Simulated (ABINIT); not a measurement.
# MgSe (Fm-3m) in ABINIT: further runs

The runs below take MgSe through equation of state, with PBE.

All numbers are computed with ABINIT 10.8.3 (patched build); they aren't measurements. Logs are shortened: lines on timing, memory, paths and dates and some standing lists are left out, and cuts for length are marked. The log counts tension as positive stress, the text compression.

### 1 The crystal as given

The structure is cubic, space group Fm-3m (No. 225). Conventional cell: a = 5.451 Å, b = 5.451 Å, c = 5.451 Å, α = 90.00°, β = 90.00°, γ = 90.00°. Around Se (site symmetry m-3m) lie 6 Mg at 2.73 Å. Mg (site symmetry m-3m) is surrounded by 6 Se at 2.73 Å.

### 2 Equation of state, PBE

Contents of run.abi:

```
ndtset 7
getwfk -1
scalecart1 3*0.9795861087
scalecart2 3*0.9864848297
scalecart3 3*0.9932883884
scalecart4 3*1.0000000000
scalecart5 3*1.0066227096
scalecart6 3*1.0131594038
scalecart7 3*1.0196128224

pp_dirpath "./"
pseudos "34_Se_16_1.9_2.1_pbe_n_v1.0.psp8, 12_Mg_10_1.9_2.0_pbe_v1.0.psp8"

acell 7.2838341955 7.2838341955 7.2838341955
rprim
     0.0000000000     0.7071067812     0.7071067812
     0.7071067812     0.0000000000     0.7071067812
     0.7071067812     0.7071067812     0.0000000000
ntypat 2
znucl 34 12
natom 2
typat 1 2
xred
     0.5000000000     0.5000000000     0.5000000000
     0.0000000000     0.0000000000     0.0000000000

ecut 34.0

kptopt 1
ngkpt 8 8 8
nshiftk 1
shiftk 0.0 0.0 0.0

ixc 11

nband 17
occopt 3
tsmear 0.05 eV

nstep 100
tolvrs 1.0e-10

iomode 3
prtwf 1
prtden 0
prteig 0
prtebands 0
```

Potentials or basis: SPMS NC PBE v1.0.

Launch:

```bash
> abinit run.abi > log 2>&1
```

run.abo:

```text
.Version 10.8.3 of ABINIT
 DATASET    1 : space group Fm -3 m (#225); Bravais cF (face-center cubic)
================================================================================
 Values of the parameters that define the memory need for DATASET  1.
     intxc =       0    ionmov =       0      iscf =       7    lmnmax =       6
     lnmax =       6     mgfft =      40  mpssoang =       3    mqgrid =    3001
     natom =       2  nloc_mem =       1    nspden =       1   nspinor =       1
    nsppol =       1      nsym =      48    n1xccc =    2501    ntypat =       2
    occopt =       3   xclevel =       2
       mpw =        2468          nfft =       64000          nkpt =          29
================================================================================
================================================================================
[... 61 lines left out ...]
 DATASET    7 : space group Fm -3 m (#225); Bravais cF (face-center cubic)
================================================================================
 Values of the parameters that define the memory need for DATASET  7.
     intxc =       0    ionmov =       0      iscf =       7    lmnmax =       6
     lnmax =       6     mgfft =      40  mpssoang =       3    mqgrid =    3001
     natom =       2  nloc_mem =       1    nspden =       1   nspinor =       1
    nsppol =       1      nsym =      48    n1xccc =    2501    ntypat =       2
    occopt =       3   xclevel =       2
       mpw =        2752          nfft =       64000          nkpt =          29
================================================================================
================================================================================

--------------------------------------------------------------------------------
------------- Echo of variables that govern the present computation ------------
--------------------------------------------------------------------------------
 -outvars: echo values of preprocessed input variables --------
            acell      7.2838341955E+00  7.2838341955E+00  7.2838341955E+00 Bohr
              amu      7.89600000E+01  2.43050000E+01
             ecut      3.40000000E+01 Hartree
           getwfk          -1
              ixc          11
           jdtset        1    2    3    4    5    6    7
         kptrlatt        8    0    0      0    8    0      0    0    8
          kptrlen1     5.70811424E+01
          kptrlen2     5.74831355E+01
          kptrlen3     5.78795834E+01
          kptrlen4     5.82706736E+01
          kptrlen5     5.86565833E+01
          kptrlen6     5.90374809E+01
          kptrlen7     5.94135259E+01
            natom           2
            nband          17
           ndtset           7
            ngfft          40      40      40
             nkpt          29
            nstep         100
             nsym          48
           ntypat           2
           occopt           3
           prtden           0
        prtebands           0
           prteig           0
            rprim1     0.0000000000E+00  6.9267198023E-01  6.9267198023E-01
                       6.9267198023E-01  0.0000000000E+00  6.9267198023E-01
                       6.9267198023E-01  6.9267198023E-01  0.0000000000E+00
            rprim2     0.0000000000E+00  6.9755011263E-01  6.9755011263E-01
                       6.9755011263E-01  0.0000000000E+00  6.9755011263E-01
                       6.9755011263E-01  6.9755011263E-01  0.0000000000E+00
            rprim3     0.0000000000E+00  7.0236095512E-01  7.0236095512E-01
                       7.0236095512E-01  0.0000000000E+00  7.0236095512E-01
                       7.0236095512E-01  7.0236095512E-01  0.0000000000E+00
            rprim4     0.0000000000E+00  7.0710678120E-01  7.0710678120E-01
                       7.0710678120E-01  0.0000000000E+00  7.0710678120E-01
                       7.0710678120E-01  7.0710678120E-01  0.0000000000E+00
            rprim5     0.0000000000E+00  7.1178974407E-01  7.1178974407E-01
                       7.1178974407E-01  0.0000000000E+00  7.1178974407E-01
                       7.1178974407E-01  7.1178974407E-01  0.0000000000E+00
            rprim6     0.0000000000E+00  7.1641188486E-01  7.1641188486E-01
                       7.1641188486E-01  0.0000000000E+00  7.1641188486E-01
                       7.1641188486E-01  7.1641188486E-01  0.0000000000E+00
            rprim7     0.0000000000E+00  7.2097514092E-01  7.2097514092E-01
                       7.2097514092E-01  0.0000000000E+00  7.2097514092E-01
                       7.2097514092E-01  7.2097514092E-01  0.0000000000E+00
          spgroup         225
           tolvrs      1.00000000E-10
           tsmear      1.83746611E-03 Hartree
            typat      1  2
           xangst1     2.6698619375E+00  2.6698619375E+00  2.6698619375E+00
                       0.0000000000E+00  0.0000000000E+00  0.0000000000E+00
           xangst2     2.6886644016E+00  2.6886644016E+00  2.6886644016E+00
                       0.0000000000E+00  0.0000000000E+00  0.0000000000E+00
           xangst3     2.7072075008E+00  2.7072075008E+00  2.7072075008E+00
                       0.0000000000E+00  0.0000000000E+00  0.0000000000E+00
           xangst4     2.7254999982E+00  2.7254999982E+00  2.7254999982E+00
                       0.0000000000E+00  0.0000000000E+00  0.0000000000E+00
           xangst5     2.7435501932E+00  2.7435501932E+00  2.7435501932E+00
                       0.0000000000E+00  0.0000000000E+00  0.0000000000E+00
           xangst6     2.7613659532E+00  2.7613659532E+00  2.7613659532E+00
                       0.0000000000E+00  0.0000000000E+00  0.0000000000E+00
           xangst7     2.7789547456E+00  2.7789547456E+00  2.7789547456E+00
                       0.0000000000E+00  0.0000000000E+00  0.0000000000E+00
            xcart1     5.0453078559E+00  5.0453078559E+00  5.0453078559E+00
                       0.0000000000E+00  0.0000000000E+00  0.0000000000E+00
            xcart2     5.0808393635E+00  5.0808393635E+00  5.0808393635E+00
                       0.0000000000E+00  0.0000000000E+00  0.0000000000E+00
            xcart3     5.1158807425E+00  5.1158807425E+00  5.1158807425E+00
                       0.0000000000E+00  0.0000000000E+00  0.0000000000E+00
            xcart4     5.1504485528E+00  5.1504485528E+00  5.1504485528E+00
                       0.0000000000E+00  0.0000000000E+00  0.0000000000E+00
            xcart5     5.1845584778E+00  5.1845584778E+00  5.1845584778E+00
                       0.0000000000E+00  0.0000000000E+00  0.0000000000E+00
            xcart6     5.2182253850E+00  5.2182253850E+00  5.2182253850E+00
                       0.0000000000E+00  0.0000000000E+00  0.0000000000E+00
            xcart7     5.2514633855E+00  5.2514633855E+00  5.2514633855E+00
                       0.0000000000E+00  0.0000000000E+00  0.0000000000E+00
             xred      5.0000000000E-01  5.0000000000E-01  5.0000000000E-01
                       0.0000000000E+00  0.0000000000E+00  0.0000000000E+00
            znucl       34.00000   12.00000

================================================================================

 chkinp: Checking input parameters for consistency, jdtset=   1.

 chkinp: Checking input parameters for consistency, jdtset=   2.
[... 33 lines left out ...]
 getcut: wavevector=  0.0000  0.0000  0.0000  ngfft=  40  40  40
         ecut(hartree)=     34.000   => boxcut(ratio)=   2.13576

--- Pseudopotential description ------------------------------------------------
- pspini: atom type   1  psp file is ./34_Se_16_1.9_2.1_pbe_n_v1.0.psp8
    8   11    2    4       600   0.00000      pspcod,pspxc,lmax,lloc,mmax,r2well
    5.99000000000000    5.00000000000000    0.00000000000000   rchrg,fchrg,qchrg
     nproj     2     2     2
     extension_switch     1

- pspini: atom type   2  psp file is ./12_Mg_10_1.9_2.0_pbe_v1.0.psp8
    8   11    1    4       400   0.00000      pspcod,pspxc,lmax,lloc,mmax,r2well
    3.99000000000000    0.00000000000000    0.00000000000000   rchrg,fchrg,qchrg
     nproj     2     2
     extension_switch     1

   1.19801600E+03                                ecore*ucvol(ha*bohr**3)
--------------------------------------------------------------------------------

================================================================================

--- !BeginCycle
iteration_state: {dtset: 1, }
solver: {iscf: 7, nstep: 100, nline: 4, wfoptalg: 0, }
tolerances: {tolvrs: 1.00E-10, }
...
[... 1037 lines left out ...]
-Cartesian components of stress tensor (GPa)         [Pressure= -1.6668E+00 GPa]
- sigma(1 1)=  1.66677233E+00  sigma(3 2)=  0.00000000E+00
- sigma(2 2)=  1.66677233E+00  sigma(3 1)=  0.00000000E+00
- sigma(3 3)=  1.66677233E+00  sigma(2 1)=  0.00000000E+00

== END DATASET(S) ==============================================================
================================================================================

 -outvars: echo values of variables after computation  --------
            acell      7.2838341955E+00  7.2838341955E+00  7.2838341955E+00 Bohr
           etotal1    -1.7092805406E+02
           etotal2    -1.7092914670E+02
           etotal3    -1.7092992488E+02
           etotal4    -1.7093041895E+02
           etotal5    -1.7093065570E+02
           etotal6    -1.7093065996E+02
           etotal7    -1.7093045361E+02
            fcart1    -0.0000000000E+00 -0.0000000000E+00 -0.0000000000E+00
                      -0.0000000000E+00 -0.0000000000E+00 -0.0000000000E+00
            fcart2    -0.0000000000E+00 -0.0000000000E+00 -0.0000000000E+00
                      -0.0000000000E+00 -0.0000000000E+00 -0.0000000000E+00
            fcart3    -0.0000000000E+00 -0.0000000000E+00 -0.0000000000E+00
                      -0.0000000000E+00 -0.0000000000E+00 -0.0000000000E+00
            fcart4    -0.0000000000E+00 -0.0000000000E+00 -0.0000000000E+00
                      -0.0000000000E+00 -0.0000000000E+00 -0.0000000000E+00
            fcart5    -0.0000000000E+00 -0.0000000000E+00 -0.0000000000E+00
                      -0.0000000000E+00 -0.0000000000E+00 -0.0000000000E+00
[... 38 lines left out ...]
                       0.0000000000E+00  0.0000000000E+00  0.0000000000E+00
           xangst1     2.6698619375E+00  2.6698619375E+00  2.6698619375E+00
                       0.0000000000E+00  0.0000000000E+00  0.0000000000E+00
           xangst2     2.6886644016E+00  2.6886644016E+00  2.6886644016E+00
                       0.0000000000E+00  0.0000000000E+00  0.0000000000E+00
           xangst3     2.7072075008E+00  2.7072075008E+00  2.7072075008E+00
                       0.0000000000E+00  0.0000000000E+00  0.0000000000E+00
           xangst4     2.7254999982E+00  2.7254999982E+00  2.7254999982E+00
                       0.0000000000E+00  0.0000000000E+00  0.0000000000E+00
           xangst5     2.7435501932E+00  2.7435501932E+00  2.7435501932E+00
                       0.0000000000E+00  0.0000000000E+00  0.0000000000E+00
           xangst6     2.7613659532E+00  2.7613659532E+00  2.7613659532E+00
                       0.0000000000E+00  0.0000000000E+00  0.0000000000E+00
           xangst7     2.7789547456E+00  2.7789547456E+00  2.7789547456E+00
                       0.0000000000E+00  0.0000000000E+00  0.0000000000E+00
             xred      5.0000000000E-01  5.0000000000E-01  5.0000000000E-01
                       0.0000000000E+00  0.0000000000E+00  0.0000000000E+00
 Calculation completed.
```

It took 3.2 min on 1 thread of Intel Xeon Platinum 8488C (Sapphire Rapids), shared host; peak memory 0.12 GiB.

Results:

| Property | Result |
| --- | --- |
| Equilibrium volume | 20.86 Å³/atom |
| Bulk modulus | 61 GPa |
| Pressure derivative of the bulk modulus | 4.1 |

Energy against volume, from the lowest point:
```
volume (Å³/atom)  energy (meV/atom)
          19.031              35.45
          19.436              20.59
          19.841              10.00
          20.246               3.28
          20.651               0.06
          21.056               0.00
          21.461               2.81
```

Caveat: pressures at fixed basis lie under the slope of the energies. Zero-point motion and thermal expansion aren't in these numbers.

### 3 Equation of state, PBE

Edit run.abi of step 2 so:

```diff
@@ -11,3 +11,3 @@
 pp_dirpath "./"
-pseudos "34_Se_16_1.9_2.1_pbe_n_v1.0.psp8, 12_Mg_10_1.9_2.0_pbe_v1.0.psp8"
+pseudos "Se.GGA_PBE-JTH.xml, Mg.GGA_PBE-JTH.xml"
 
@@ -26,3 +26,5 @@
 
-ecut 34.0
+ecut 19.0
+pawecutdg 38.0
+pawxcdev 0
 
@@ -35,3 +37,3 @@
 
-nband 17
+nband 12
 occopt 3
@@ -40,3 +42,3 @@
 nstep 100
-tolvrs 1.0e-10
+tolvrs 1.0e-9
```

Potentials or basis: JTH PAW PBE v2.0.

Launch:

```bash
> abinit run.abi > log 2>&1
```

run.abo:

```text
.Version 10.8.3 of ABINIT
 DATASET    1 : space group Fm -3 m (#225); Bravais cF (face-center cubic)
================================================================================
 Values of the parameters that define the memory need for DATASET  1.
     intxc =       0    ionmov =       0      iscf =      17    lmnmax =       8
     lnmax =       4     mgfft =      30  mpssoang =       2    mqgrid =    3001
     natom =       2  nloc_mem =       2    nspden =       1   nspinor =       1
    nsppol =       1      nsym =      48    n1xccc =       1    ntypat =       2
    occopt =       3   xclevel =       2
       mpw =        1036          nfft =       27000          nkpt =          29
 PAW method is used; the additional fine FFT grid is defined by:
   mgfftf=        40    nfftf =     64000
================================================================================
================================================================================
[... 71 lines left out ...]
 DATASET    7 : space group Fm -3 m (#225); Bravais cF (face-center cubic)
================================================================================
 Values of the parameters that define the memory need for DATASET  7.
     intxc =       0    ionmov =       0      iscf =      17    lmnmax =       8
     lnmax =       4     mgfft =      30  mpssoang =       2    mqgrid =    3001
     natom =       2  nloc_mem =       2    nspden =       1   nspinor =       1
    nsppol =       1      nsym =      48    n1xccc =       1    ntypat =       2
    occopt =       3   xclevel =       2
       mpw =        1159          nfft =       27000          nkpt =          29
 PAW method is used; the additional fine FFT grid is defined by:
   mgfftf=        45    nfftf =     91125
================================================================================
================================================================================

--------------------------------------------------------------------------------
------------- Echo of variables that govern the present computation ------------
--------------------------------------------------------------------------------
 -outvars: echo values of preprocessed input variables --------
            acell      7.2838341955E+00  7.2838341955E+00  7.2838341955E+00 Bohr
              amu      7.89600000E+01  2.43050000E+01
             ecut      1.90000000E+01 Hartree
[... 154 lines left out ...]

   6.84713054E+02                                ecore*ucvol(ha*bohr**3)
--------------------------------------------------------------------------------

================================================================================

--- !BeginCycle
iteration_state: {dtset: 1, }
solver: {iscf: 17, nstep: 100, nline: 4, wfoptalg: 10, }
tolerances: {tolvrs: 1.00E-09, }
...
[... 1234 lines left out ...]
-Cartesian components of stress tensor (GPa)         [Pressure= -1.6961E+00 GPa]
- sigma(1 1)=  1.69613632E+00  sigma(3 2)=  0.00000000E+00
- sigma(2 2)=  1.69613632E+00  sigma(3 1)=  0.00000000E+00
- sigma(3 3)=  1.69613632E+00  sigma(2 1)=  0.00000000E+00

== END DATASET(S) ==============================================================
================================================================================

 -outvars: echo values of variables after computation  --------
            acell      7.2838341955E+00  7.2838341955E+00  7.2838341955E+00 Bohr
           etotal1    -7.3241310804E+01
           etotal2    -7.3242440708E+01
           etotal3    -7.3243272305E+01
           etotal4    -7.3243797344E+01
           etotal5    -7.3244059855E+01
           etotal6    -7.3244091817E+01
           etotal7    -7.3243912684E+01
            fcart1    -0.0000000000E+00 -0.0000000000E+00 -0.0000000000E+00
                      -0.0000000000E+00 -0.0000000000E+00 -0.0000000000E+00
            fcart2    -0.0000000000E+00 -0.0000000000E+00 -0.0000000000E+00
                      -0.0000000000E+00 -0.0000000000E+00 -0.0000000000E+00
            fcart3    -0.0000000000E+00 -0.0000000000E+00 -0.0000000000E+00
                      -0.0000000000E+00 -0.0000000000E+00 -0.0000000000E+00
            fcart4    -0.0000000000E+00 -0.0000000000E+00 -0.0000000000E+00
                      -0.0000000000E+00 -0.0000000000E+00 -0.0000000000E+00
            fcart5    -0.0000000000E+00 -0.0000000000E+00 -0.0000000000E+00
                      -0.0000000000E+00 -0.0000000000E+00 -0.0000000000E+00
[... 38 lines left out ...]
                       0.0000000000E+00  0.0000000000E+00  0.0000000000E+00
           xangst1     2.6698619375E+00  2.6698619375E+00  2.6698619375E+00
                       0.0000000000E+00  0.0000000000E+00  0.0000000000E+00
           xangst2     2.6886644016E+00  2.6886644016E+00  2.6886644016E+00
                       0.0000000000E+00  0.0000000000E+00  0.0000000000E+00
           xangst3     2.7072075008E+00  2.7072075008E+00  2.7072075008E+00
                       0.0000000000E+00  0.0000000000E+00  0.0000000000E+00
           xangst4     2.7254999982E+00  2.7254999982E+00  2.7254999982E+00
                       0.0000000000E+00  0.0000000000E+00  0.0000000000E+00
           xangst5     2.7435501932E+00  2.7435501932E+00  2.7435501932E+00
                       0.0000000000E+00  0.0000000000E+00  0.0000000000E+00
           xangst6     2.7613659532E+00  2.7613659532E+00  2.7613659532E+00
                       0.0000000000E+00  0.0000000000E+00  0.0000000000E+00
           xangst7     2.7789547456E+00  2.7789547456E+00  2.7789547456E+00
                       0.0000000000E+00  0.0000000000E+00  0.0000000000E+00
             xred      5.0000000000E-01  5.0000000000E-01  5.0000000000E-01
                       0.0000000000E+00  0.0000000000E+00  0.0000000000E+00
 Calculation completed.
```

Wall time 62 s (1 thread of Intel Xeon Platinum 8488C (Sapphire Rapids), shared host); peak memory 0.14 GiB.

What came out:

```yaml
Equilibrium_volume: 20.91 Å³/atom
Bulk_modulus: 61 GPa
Pressure_derivative_of_the_bulk_modulus: "4.3 (rough: it moves with the points fitted)"
```

Energy against volume, from the lowest point:
| volume (Å³/atom) | energy (meV/atom) |
| --- | --- |
| 19.031 | 37.84 |
| 19.436 | 22.46 |
| 19.841 | 11.15 |
| 20.246 | 4.01 |
| 20.651 | 0.43 |
| 21.056 | 0.00 |
| 21.461 | 2.44 |

Caveat: pressures at fixed basis lie under the slope of the energies. Zero-point motion and thermal expansion aren't in these numbers.
